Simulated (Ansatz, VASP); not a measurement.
# S: VASP beside Ansatz

```xyz
4
Lattice="3.9420 0.0000 0.0000 -1.9710 3.4138 0.0000 0.0000 0.0000 6.5675" Properties=species:S:1:pos:R:3 pbc="T T T"
S     0.0000    0.0000    1.6419
S     0.0000    0.0000    4.9256
S     0.0000    2.2759    4.9256
S     1.9710    1.1379    1.6419
```

Alike in both runs: functional PBEsol; k mesh 15 × 15 × 8; occupations gaussian, width 0.1 eV; no spin polarisation.

Ansatz relaxed the structure, and its values are those at the end. VASP's run is a single point on that final structure, the one shown.

|  | VASP | Ansatz |
| --- | --- | --- |
| version | VASP 6.6.1 | Ansatz 0.2.0 |
| potentials or method | VASP PAW PBE potentials, release 64 (S) | scalar-relativistic, plane waves, PAW |
| plane-wave cutoff (eV) | 520 | 420 |
| valence electrons in the cell | 24 | 24 |

```csv
,VASP,Ansatz,Ansatz less VASP
gap on the k mesh at the Fermi level (eV),none,none,-
pressure (GPa),0.0,0.0,-0.04
```

A gap of «none» marks a metal or a gap that the smearing closes. With one functional, cell and mesh, what is left measures potentials, basis and numerics.

Caveats: the PAW data sets were made with another functional, which shifts forces and pressure a little (VASP); this functional lacks dispersion, which binds the layers, so the pressure and a relaxed spacing across them are unreliable.
